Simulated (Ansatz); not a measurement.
**Varying the input for MnO**

The reference input for Ansatz (plane-wave DFT with PAW):

```yaml
crystal:
  lattice:
    - [3.3717009293, 0.0, 0.0]
    - [-1.6858504646, 2.9199786587, 0.0]
    - [0.0, 0.0, 5.3855]
  atoms:
    - { symbol: Mn, position: [0.3333333333, 0.6666666667, 0.01096], spin: 4.0 }
    - { symbol: Mn, position: [0.6666666667, 0.3333333333, 0.51096], spin: 4.0 }
    - { symbol: O, position: [0.3333333333, 0.6666666667, 0.37547] }
    - { symbol: O, position: [0.6666666667, 0.3333333333, 0.87547] }
basis:
  ecutwfc: 420
kpoints:
  mp_grid: { grid: [6, 6, 4] }
hamiltonian:
  xc: pbe
scf:
  occupations: { method: gaussian, width: 0.1 }
  lower_state_search: "off"
output:
  forces: true
  stress: true
  eigenvalues: true
  populations: true
magnetization:
  spin_polarized: true
```

Command:

```bash
ansatz run input.yaml --threads 1 --pin off --max-ram 1331MiB --backend cpu --events-out ev --progress --plain --runs-dir out
```

The run converges in 11 SCF iterations on 21 irreducible k-points: pressure 6.06 GPa, largest force 0.622 eV/Å, no gap, cell moment 9.99 μB.

The inputs are trials, many of them unsound on purpose. Their numbers show the effect of the settings and aren't properties of the material. Each trial's input is given as a difference from the reference's; energies are extrapolated to zero smearing where there is one, and pressure is positive in compression.

Trial 1 (volume scaled):

```diff
 crystal:
   lattice:
-    - [3.3717009293, 0.0, 0.0]
-    - [-1.6858504646, 2.9199786587, 0.0]
-    - [0.0, 0.0, 5.3855]
+    - [3.3410783413, 0.0, 0.0]
+    - [-1.6705391706, 2.8934587196, 0.0]
+    - [0.0, 0.0, 5.336587611]
   atoms:
-    - { symbol: Mn, position: [0.3333333333, 0.6666666667, 0.01096], spin: 4.0 }
-    - { symbol: Mn, position: [0.6666666667, 0.3333333333, 0.51096], spin: 4.0 }
-    - { symbol: O, position: [0.3333333333, 0.6666666667, 0.37547] }
-    - { symbol: O, position: [0.6666666667, 0.3333333333, 0.87547] }
+    - { symbol: Mn, position: [0.3333333333, 0.6666666667, 0.01096], spin: 4.22 }
+    - { symbol: Mn, position: [0.6666666667, 0.3333333333, 0.51096], spin: 4.22 }
+    - { symbol: O, position: [0.3333333333, 0.6666666667, 0.37547], spin: 0.25 }
+    - { symbol: O, position: [0.6666666667, 0.3333333333, 0.87547], spin: 0.25 }
 kpoints:
-  mp_grid: { grid: [6, 6, 4] }
+  mp_grid: { grid: [4, 4, 1], shift: [0.25, 0.25, 0.25] }
 hamiltonian:
+  dispersion: d4
```

The run converges in 12 SCF iterations on 10 irreducible k-points: pressure 6.91 GPa, largest force 0.653 eV/Å, gap on the sampled k-points 0.50 eV (the reference is a metal, so it comes from the sampling or the changed settings), cell moment 10.00 μB. It warns that the mesh lowers the symmetry.

Trial 2:

```diff
 crystal:
   atoms:
-    - { symbol: Mn, position: [0.3333333333, 0.6666666667, 0.01096], spin: 4.0 }
-    - { symbol: Mn, position: [0.6666666667, 0.3333333333, 0.51096], spin: 4.0 }
-    - { symbol: O, position: [0.3333333333, 0.6666666667, 0.37547] }
-    - { symbol: O, position: [0.6666666667, 0.3333333333, 0.87547] }
+    - { symbol: Mn, position: [0.3333333333, 0.6666666667, 0.01096], spin: 4.22 }
+    - { symbol: Mn, position: [0.6666666667, 0.3333333333, 0.51096], spin: 4.22 }
+    - { symbol: O, position: [0.3333333333, 0.6666666667, 0.37547], spin: 0.25 }
+    - { symbol: O, position: [0.6666666667, 0.3333333333, 0.87547], spin: 0.25 }
 basis:
+  ecutrho_ratio: 2
 kpoints:
-  mp_grid: { grid: [6, 6, 4] }
+  mp_grid: { grid: [3, 3, 1] }
 hamiltonian:
-  xc: pbe
+  xc: rpbe
+  dispersion: d4
 scf:
-  occupations: { method: gaussian, width: 0.1 }
+  occupations: { method: tetrahedron }
+  mixing: { algorithm: broyden, ndim: 20 }
+  max_iter: 59
```

The run converges in 21 SCF iterations on 3 irreducible k-points: pressure 3.96 GPa, largest force 0.744 eV/Å, gap on the sampled k-points 0.08 eV (the reference is a metal, so it comes from the sampling or the changed settings), cell moment 10.00 μB. It warns that the printed bands weren't solved further after the SCF; that the density cutoff lies under the recommended one; that the state wasn't tested for a lower one; that forces and stress under tetrahedra may miss the energy's slope. Forces of RPBE on these PAW sets can be off by 10 %.

Trial 3:

```diff
 crystal:
   atoms:
-    - { symbol: Mn, position: [0.3333333333, 0.6666666667, 0.01096], spin: 4.0 }
-    - { symbol: Mn, position: [0.6666666667, 0.3333333333, 0.51096], spin: 4.0 }
-    - { symbol: O, position: [0.3333333333, 0.6666666667, 0.37547] }
-    - { symbol: O, position: [0.6666666667, 0.3333333333, 0.87547] }
+    - { symbol: Mn, position: [0.3333333333, 0.6666666667, 0.01096], spin: 4.22 }
+    - { symbol: Mn, position: [0.6666666667, 0.3333333333, 0.51096], spin: 4.22 }
+    - { symbol: O, position: [0.3333333333, 0.6666666667, 0.37547], spin: 0.25 }
+    - { symbol: O, position: [0.6666666667, 0.3333333333, 0.87547], spin: 0.25 }
 kpoints:
-  mp_grid: { grid: [6, 6, 4] }
+  mp_grid: { grid: [3, 3, 1] }
 hamiltonian:
-  xc: pbe
+  xc: rpbe
+  hubbard: { sites: [{ species: Mn, l: d, u: 6.8, j: 0.4 }] }
 scf:
-  occupations: { method: gaussian, width: 0.1 }
+  occupations: { method: gaussian, width: 0.062 }
 output:
+  efg: {}
```

The run converges in 14 SCF iterations on 3 irreducible k-points: pressure 17.05 GPa, largest force 0.949 eV/Å, cell moment 10.00 μB. Under a U the state reached may not be the lowest.

Trial 4:

```diff
 crystal:
   atoms:
-    - { symbol: Mn, position: [0.3333333333, 0.6666666667, 0.01096], spin: 4.0 }
-    - { symbol: Mn, position: [0.6666666667, 0.3333333333, 0.51096], spin: 4.0 }
+    - { symbol: Mn, position: [0.3333333333, 0.6666666667, 0.01096] }
+    - { symbol: Mn, position: [0.6666666667, 0.3333333333, 0.51096] }
 scf:
-  lower_state_search: "off"
 output:
-  populations: true
-magnetization:
-  spin_polarized: true
```

The run converges in 7 SCF iterations on 21 irreducible k-points: energy 832 meV per atom above the reference, pressure -29.41 GPa, largest force 0.347 eV/Å, no gap.

Trial 5:

```diff
 crystal:
   atoms:
-    - { symbol: Mn, position: [0.3333333333, 0.6666666667, 0.01096], spin: 4.0 }
-    - { symbol: Mn, position: [0.6666666667, 0.3333333333, 0.51096], spin: 4.0 }
-    - { symbol: O, position: [0.3333333333, 0.6666666667, 0.37547] }
-    - { symbol: O, position: [0.6666666667, 0.3333333333, 0.87547] }
+    - { symbol: Mn, position: [0.3333333333, 0.6666666667, 0.01096], spin: 4.22 }
+    - { symbol: Mn, position: [0.6666666667, 0.3333333333, 0.51096], spin: 4.22 }
+    - { symbol: O, position: [0.3333333333, 0.6666666667, 0.37547], spin: 0.25 }
+    - { symbol: O, position: [0.6666666667, 0.3333333333, 0.87547], spin: 0.25 }
 basis:
-  ecutwfc: 420
+  ecutwfc: "19 Ry"
 scf:
+  n_extra_bands: 20
```

The run converges in 12 SCF iterations on 21 irreducible k-points: energy 1.18 eV per atom above the reference, pressure 5.48 GPa, largest force 0.496 eV/Å, no gap, cell moment 9.99 μB. It warns that the cutoff lies under the recommended one, 420 eV for these potentials.

Trial 6:

```diff
 crystal:
   atoms:
-    - { symbol: Mn, position: [0.3333333333, 0.6666666667, 0.01096], spin: 4.0 }
-    - { symbol: Mn, position: [0.6666666667, 0.3333333333, 0.51096], spin: 4.0 }
-    - { symbol: O, position: [0.3333333333, 0.6666666667, 0.37547] }
-    - { symbol: O, position: [0.6666666667, 0.3333333333, 0.87547] }
+    - { symbol: Mn, position: [0.3333333333, 0.6666666667, 0.01096], spin: 4.22 }
+    - { symbol: Mn, position: [0.6666666667, 0.3333333333, 0.51096], spin: 4.22 }
+    - { symbol: O, position: [0.3333333333, 0.6666666667, 0.37547], spin: 0.25 }
+    - { symbol: O, position: [0.6666666667, 0.3333333333, 0.87547], spin: 0.25 }
 basis:
-  ecutwfc: 420
+  ecutwfc: 320
```

The run converges in 13 SCF iterations on 21 irreducible k-points: energy 149 meV per atom above the reference, pressure 6.05 GPa, largest force 0.617 eV/Å, no gap, cell moment 9.99 μB. It warns that the cutoff lies under the recommended one, 420 eV for these potentials.

Trial 7 (atom left out):

```diff
 crystal:
   atoms:
-    - { symbol: Mn, position: [0.3333333333, 0.6666666667, 0.01096], spin: 4.0 }
-    - { symbol: Mn, position: [0.6666666667, 0.3333333333, 0.51096], spin: 4.0 }
-    - { symbol: O, position: [0.3333333333, 0.6666666667, 0.37547] }
-    - { symbol: O, position: [0.6666666667, 0.3333333333, 0.87547] }
+    - { symbol: Mn, position: [0.3333333333, 0.6666666667, 0.01096], spin: 4.22 }
+    - { symbol: O, position: [0.3333333333, 0.6666666667, 0.37547], spin: 0.25 }
+    - { symbol: O, position: [0.6666666667, 0.3333333333, 0.87547], spin: 0.25 }
 basis:
-  ecutwfc: 420
+  ecutwfc: "12 Ha"
 kpoints:
-  mp_grid: { grid: [6, 6, 4] }
+  mp_grid: { grid: [3, 3, 2] }
 output:
-  forces: true
-  stress: true
+  forces: false
+  stress: false
```

The run converges in 25 SCF iterations on 6 irreducible k-points: no gap, cell moment 3.00 μB. It warns that the cutoff lies under the recommended one, 420 eV for these potentials; that the starting moments were lost.

Trial 8:

```diff
 crystal:
   atoms:
-    - { symbol: Mn, position: [0.3333333333, 0.6666666667, 0.01096], spin: 4.0 }
-    - { symbol: Mn, position: [0.6666666667, 0.3333333333, 0.51096], spin: 4.0 }
-    - { symbol: O, position: [0.3333333333, 0.6666666667, 0.37547] }
-    - { symbol: O, position: [0.6666666667, 0.3333333333, 0.87547] }
+    - { symbol: Mn, position: [0.3333333333, 0.6666666667, 0.01096], spin: 4.22 }
+    - { symbol: Mn, position: [0.6666666667, 0.3333333333, 0.51096], spin: 4.22 }
+    - { symbol: O, position: [0.3333333333, 0.6666666667, 0.37547], spin: 0.25 }
+    - { symbol: O, position: [0.6666666667, 0.3333333333, 0.87547], spin: 0.25 }
 hamiltonian:
+  dispersion: none
```

The run converges in 13 SCF iterations on 21 irreducible k-points: pressure 6.06 GPa, largest force 0.622 eV/Å, no gap, cell moment 9.99 μB.

Trial 9:

```diff
 crystal:
   atoms:
-    - { symbol: Mn, position: [0.3333333333, 0.6666666667, 0.01096], spin: 4.0 }
-    - { symbol: Mn, position: [0.6666666667, 0.3333333333, 0.51096], spin: 4.0 }
-    - { symbol: O, position: [0.3333333333, 0.6666666667, 0.37547] }
-    - { symbol: O, position: [0.6666666667, 0.3333333333, 0.87547] }
+    - { symbol: Mn, position: [0.3333333333, 0.6666666667, 0.01096], spin: 4.22 }
+    - { symbol: Mn, position: [0.6666666667, 0.3333333333, 0.51096], spin: 4.22 }
+    - { symbol: O, position: [0.3333333333, 0.6666666667, 0.37547], spin: 0.25 }
+    - { symbol: O, position: [0.6666666667, 0.3333333333, 0.87547], spin: 0.25 }
 basis:
-  ecutwfc: 420
+  ecutwfc: 290
 kpoints:
-  mp_grid: { grid: [6, 6, 4] }
+  mp_grid: { kspacing: 1.0 }
 scf:
+  mixing: { beta: 0.058, preconditioner: local_kerker, q_tf: 0.75 }
+  initial_density: { chi_scale: 0, normalization: atom }
+  max_iter: 53
```

The run converges in 22 SCF iterations on 6 irreducible k-points: energy 418 meV per atom above the reference, pressure 5.93 GPa, largest force 0.576 eV/Å, no gap, cell moment 9.90 μB. It warns that the cutoff lies under the recommended one, 420 eV for these potentials.

Trial 10:

```diff
 crystal:
   atoms:
-    - { symbol: Mn, position: [0.3333333333, 0.6666666667, 0.01096], spin: 4.0 }
-    - { symbol: Mn, position: [0.6666666667, 0.3333333333, 0.51096], spin: 4.0 }
-    - { symbol: O, position: [0.3333333333, 0.6666666667, 0.37547] }
-    - { symbol: O, position: [0.6666666667, 0.3333333333, 0.87547] }
+    - { symbol: Mn, position: [0.3333333333, 0.6666666667, 0.01096], spin: 4.22 }
+    - { symbol: Mn, position: [0.6666666667, 0.3333333333, 0.51096], spin: 4.22 }
+    - { symbol: O, position: [0.3333333333, 0.6666666667, 0.37547], spin: 0.25 }
+    - { symbol: O, position: [0.6666666667, 0.3333333333, 0.87547], spin: 0.25 }
 kpoints:
-  mp_grid: { grid: [6, 6, 4] }
+  mp_grid: { grid: [3, 1, 3] }
 hamiltonian:
-  xc: pbe
+  xc: pbesol
 scf:
+  mixing: { beta: 0.59, ndim: 3 }
+  initial_density: { chi_scale: 0, normalization: atom }
+  max_iter: 96
```

The run converges in 15 SCF iterations on 4 irreducible k-points: pressure -0.15 GPa, largest force 0.276 eV/Å, no gap, cell moment 9.57 μB. It warns that the mesh lowers the symmetry.